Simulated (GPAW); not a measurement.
The system is Ag.

```
CELL_PARAMETERS angstrom
-1.65565 1.65565 1.65565
1.65565 -1.65565 1.65565
1.65565 1.65565 -1.65565
ATOMIC_POSITIONS crystal
Ag 0.00000 0.00000 0.00000
```

This isn't the form of Ag at room conditions, which is fcc.

* Program: GPAW 26.7.0
* Task: single point
* Functional: PBE
* Potentials or basis: GPAW PAW data sets (gpaw-data 1.2.1)
* Cutoff: 600 eV
* Basis: pw
* k mesh: 11 × 11 × 11
* Occupations: fermi-dirac, width 0.05 eV
* Spin: no spin polarisation

On this cell: pressure -0.9 GPa; band gap on the k mesh none (metal or under the smearing width).

The same run follows on a disturbed copy (cell strained at random at fixed volume):

```
Ag
1.0
    -1.66744    1.70967    1.67800
     1.64484   -1.66248    1.60821
     1.64974    1.64478   -1.63081
Ag
1
Cartesian
  -0.0324 0.0239 -0.0218
```

Question: What changes?

Answer: The energy (extrapolated to zero smearing) moves by +2.5 meV/atom; pressure -0.8 GPa; band gap on the k mesh none (metal or under the smearing width).

Stress tensor (GPa, compression positive):
```
-0.87  0.51  0.63
 0.51 -0.59 -1.51
 0.63 -1.51 -1.00
```
